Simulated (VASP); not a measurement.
# InP: spectrum averaged over shifted meshes

InP, F-43m (no. 216), 2 atoms in the cell. PBE, BSE with a model dielectric function, averaged over shifted meshes; PAW potentials In_d_GW, P_GW (PBE set).

Shifts along each reciprocal axis: 2; k mesh of the G0W0 step: 4 × 4 × 4.

## Input

INCAR.step1:
```
PREC     = Accurate       # precision mode
ENCUT    = 280            # plane-wave cutoff, eV
ISMEAR   = 0              # smearing method
SIGMA    = 0.02           # smearing width, eV
EDIFF    = 1E-8           # SCF threshold, eV
LASPH    = T              # aspherical terms in the spheres
KPAR     = 4            
LWAVE    = F              # write WAVECAR
LCHARG   = F              # write CHGCAR
LEPSILON = T              # dielectric tensor by DFPT
LRPA     = T             
```

INCAR.step2, as INCAR.step1 but for:
```
- LWAVE = F
- LEPSILON = T
- LRPA = T
+ LWAVE = T
```

INCAR.step3, as INCAR.step2 but for:
```
- EDIFF = 1E-8
+ EDIFF = 1E-7
+ ALGO = Exact
+ NELM = 1
+ LOPTICS = T
+ ISTART = 1
+ NBANDS = 69
+ NEDOS = 2000
```

INCAR.step4, as INCAR.step3 but for:
```
- EDIFF = 1E-7
- ALGO = Exact
- NELM = 1
- LOPTICS = T
- NEDOS = 2000
+ ALGO = EVGW0
+ NELMGW = 1
+ ENCUTGW = 120
+ NOMEGA = 96
+ OMEGAMAX = 30
+ NBANDSGW = 25
+ PRECFOCK = Fast
```

INCAR.step5:
```
PREC     = Accurate       # precision mode
ENCUT    = 280            # plane-wave cutoff, eV
ISMEAR   = 0              # smearing method
SIGMA    = 0.02           # smearing width, eV
EDIFF    = 1E-7           # SCF threshold, eV
LASPH    = T              # aspherical terms in the spheres
KPAR     = 4            
LWAVE    = T              # write WAVECAR
LCHARG   = F              # write CHGCAR
LOPTICS  = T              # frequency-dependent dielectric function
LPEAD    = F            
ISYM     = -1           
NBANDS   = 21             # bands
```

INCAR.step6, as INCAR.step5 but for:
```
- LWAVE = T
- LOPTICS = T
- LPEAD = F
+ LWAVE = F
+ ALGO = TDHF
+ NBANDSO = 4
+ NBANDSV = 4
+ IBSE = 3
+ LHARTREE = T
+ LADDER = T
+ LFXC = F
+ LHFCALC = T
+ LMODELHF = T
+ AEXX = 0.0709
+ HFSCREEN = 1.14
+ SCISSOR = 0.565
+ ENCUTGW = 120
+ PRECFOCK = Fast
+ ANTIRES = 0
+ OMEGAMAX = 25
+ CSHIFT = 0.15
+ NOMEGA = 1000
+ ISTART = 1
+ BSEPREC = High
```

KPOINTS.step1:
```
k-points
0
Gamma
  8 8 8
```

KPOINTS.step2:
```
k-points
0
Gamma
  4 4 4
```

KPOINTS.step5:
```
Shifted mesh
0
Gamma
  6 6 6
  0.000000 0.000000 0.000000
```

KPOINTS.step7:
```
Shifted mesh
0
Gamma
  6 6 6
  0.500000 0.000000 0.000000
```

KPOINTS.step9:
```
Shifted mesh
0
Gamma
  6 6 6
  0.500000 0.500000 0.000000
```

POSCAR:
```
InP
1.0
    0.0000000000      2.9305000000      2.9305000000
    2.9305000000      0.0000000000      2.9305000000
    2.9305000000      2.9305000000      0.0000000000
In P
1 1
Direct
    0.0000000000      0.0000000000      0.0000000000
    0.7500000000      0.7500000000      0.7500000000
```

Commands (each step's output is kept before the next begins):
```
cat potpaw_PBE.64/In_d_GW/POTCAR potpaw_PBE.64/P_GW/POTCAR > POTCAR
cp INCAR.step1 INCAR
cp KPOINTS.step1 KPOINTS
mpirun -np 4 vasp_std > vasp.out
rm WAVECAR CHG
cp INCAR.step2 INCAR
cp KPOINTS.step2 KPOINTS
mpirun -np 4 vasp_std > vasp.out
cp INCAR.step3 INCAR
mpirun -np 4 vasp_std > vasp.out
cp INCAR.step4 INCAR
mpirun -np 4 vasp_std > vasp.out
rm W*.tmp WAVECAR CHG WAVEDER
cp INCAR.step5 INCAR
cp KPOINTS.step5 KPOINTS
mpirun -np 4 vasp_std > vasp.out
cp INCAR.step6 INCAR
mpirun -np 4 vasp_std > vasp.out
rm WAVECAR CHG WAVEDER
cp INCAR.step5 INCAR
cp KPOINTS.step7 KPOINTS
mpirun -np 4 vasp_std > vasp.out
cp INCAR.step6 INCAR
mpirun -np 4 vasp_std > vasp.out
rm WAVECAR CHG WAVEDER
cp INCAR.step5 INCAR
cp KPOINTS.step9 KPOINTS
mpirun -np 4 vasp_std > vasp.out
cp INCAR.step6 INCAR
mpirun -np 4 vasp_std > vasp.out
```

## Result

- ε at zero frequency, electronic: 10.68
- Mean energy of the absorption, weighted by Im ε (eV): 4.94

One row for each shifted mesh, with its weight in the average:

| Settings | Weight | ε at zero frequency | Mean energy of the absorption, weighted by Im ε (eV) | Time (s) |
|---|---|---|---|---|
| shift 0/2 0/2 0/2 | 1 | 16.96 | 4.34 | 55 |
| shift 1/2 0/2 0/2 | 4 | 10.16 | 4.99 | 54 |
| shift 1/2 1/2 0/2 | 3 | 9.28 | 5.13 | 60 |

Dielectric function, mean of the diagonal:

| Energy (eV) | Real part | Imaginary part |
|---|---|---|
| 0.5 | 11.03 | 0.25 |
| 1.0 | 12.39 | 1.92 |
| 1.5 | 11.52 | 1.30 |
| 2.0 | 11.64 | 3.27 |
| 2.5 | 13.75 | 6.26 |
| 3.0 | 9.89 | 10.63 |
| 3.5 | 7.48 | 12.84 |
| 4.0 | 7.62 | 10.64 |
| 4.5 | 5.18 | 16.73 |
| 5.0 | -2.78 | 13.84 |
| 5.5 | -4.38 | 6.75 |
| 6.0 | -1.50 | 6.88 |
| 6.5 | -2.33 | 6.83 |
| 7.0 | -4.23 | 4.32 |
| 7.5 | -2.79 | 3.66 |
| 8.0 | -2.69 | 3.08 |
| 8.5 | -2.61 | 2.88 |
| 9.0 | -2.38 | 2.12 |
| 9.5 | -2.20 | 1.35 |
| 10.0 | -1.84 | 1.23 |
| 10.5 | -1.77 | 0.92 |
| 11.0 | -1.44 | 0.69 |
| 11.5 | -1.10 | 0.43 |
| 12.0 | -0.81 | 0.32 |

The mean energy covers the spectrum up to 12 eV.

AEXX = 0.0709 is one over the ε of the first step (14.1), and HFSCREEN = 1.14 comes from a published table; SCISSOR = 0.565 eV is the gap of the G0W0 step less the Kohn-Sham gap.

Limits: Spin-orbit coupling is left out, which can matter with atoms this heavy; the scissor comes from a small G0W0 step, so absolute energies aren't converged; the pairs hold 4 valence and 4 conduction bands, and what lies beyond is missing from ε.

VASP 6.6.1 took 406 s on 4 cores (AMD EPYC 7R13 (Zen 3)), a shared host.
